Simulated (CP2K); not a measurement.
The system is TaN.

```xyz
2
Lattice="2.7323 0.0000 0.0000 0.0000 2.7323 0.0000 0.0000 0.0000 2.7323" Properties=species:S:1:pos:R:3 pbc="T T T"
Ta    0.0000    0.0000    0.0000
N     1.3662    1.3662    1.3662
```

The cell comes from a database or a generator and needn't be the stable form of this composition.

Base run:

| Item | Value |
| --- | --- |
| Program | CP2K 2026.2 |
| Functional | PBEsol |
| Potentials or basis | POTENTIAL_UZH Ta GTH-PBE-q13, N GTH-PBE-q5; TZVP-MOLOPT-PBE-GTH basis |
| Density cutoff | 9184 eV |
| k mesh | 10 × 10 × 10 |
| Occupations | fermi-dirac, width 0.05 eV |
| Spin | no spin polarisation |

Its results: band gap on the k mesh none (metal or under the smearing width); pressure -5.7 GPa.

The run is repeated on the same cell with these changes: functional from PBEsol to M06-L. What comes out?

Band gap on the k mesh none (metal or under the smearing width); pressure 3.2 GPa.

Caveats: the potentials were made for another functional, which shifts forces and pressure; the basis of atomic orbitals isn't converged, which shifts pressures, moduli and gaps.
